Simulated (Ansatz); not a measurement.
Relaxing Mn

Computed with Ansatz 0.2.0, DFT PBE, scalar-relativistic, plane waves, PAW. Run with 420 eV cutoff, 18×18×10 k-mesh, Gaussian smearing of 0.10 eV, collinear spin.

What was changed in Hf: Hf → Mn on all its sites, cell and atoms relaxed.

The starting moments were lost, and the run ended without a moment.

Command:

```bash
ansatz run input.yaml --threads 1 --pin off --max-ram 2560MiB --backend cpu --events-out ev --progress --plain --runs-dir out
```

Input:

```yaml
crystal:
  lattice:
    - [2.7341774606, 0.0, 0.0]
    - [-1.3670887303, 2.3678671394, 0.0]
    - [0.0, 0.0, 4.3244233498]
  atoms:
    - { symbol: Mn, position: [0.3333333333, 0.6666666667, 0.25], spin: 3.38 }
    - { symbol: Mn, position: [0.6666666667, 0.3333333333, 0.75], spin: 3.38 }
basis:
  ecutwfc: 420
kpoints:
  mp_grid: { grid: [18, 18, 10] }
hamiltonian:
  xc: pbe
scf:
  occupations: { method: gaussian, width: 0.1 }
output:
  forces: true
  stress: true
  eigenvalues: true
  populations: true
magnetization:
  spin_polarized: true
relax:
  adjacent_minimum: "off"
  f_tol: 0.01
  max_steps: 60
  cell: { stress_tol: 0.1 }
```

F is the free energy. Steps run on the plane waves of an earlier cell, but the last one, and at times one on the way, on a freshly chosen basis, so a repeated geometry can differ a little in energy.

Steps:

| step | F − F(1) (eV) | largest force component (eV/Å) | V (Å³/atom) | P (GPa) |
| --- | --- | --- | --- | --- |
| 1 | 0.0000 | 0.000 | 13.999 | -4.00 |
| 2 | -0.0321 | 0.000 | 13.564 | -4.35 |
| 3 | -0.7741 | 0.000 | 12.068 | -25.59 |
| 4 | -0.9861 | 0.000 | 10.326 | 11.44 |
| 5 | -0.9885 | 0.000 | 10.660 | 2.00 |
| 6 | -1.0361 | 0.000 | 10.752 | -1.18 |
| 7 | -1.0365 | 0.000 | 10.698 | 0.22 |
| 8 | -1.0365 | 0.000 | 10.706 | 0.01 |
| 9 | -1.0344 | 0.000 | 10.706 | 0.00 |

Relaxed structure:

```xyz
2
Lattice="2.4812 0.0000 0.0000 -1.2406 2.1488 0.0000 0.0000 0.0000 4.0160" Properties=species:S:1:pos:R:3 pbc="T T T"
Mn    0.0000    1.4325    1.0040
Mn    1.2406    0.7163    3.0120
```

Symmetry: P6_3/mmc, No. 194, hexagonal system. The conventional cell has a = 2.481 Å, b = 2.481 Å, c = 4.016 Å, α = 90.00°, β = 90.00°, γ = 120.00°. Mn (site symmetry -6m2) is surrounded by 12 Mn at 2.47 to 2.48 Å.

The run converged. It took 94 s on 1 thread of Intel(R) Xeon(R) 6975P-C (Granite Rapids), on a shared host, peak memory 0.53 GiB.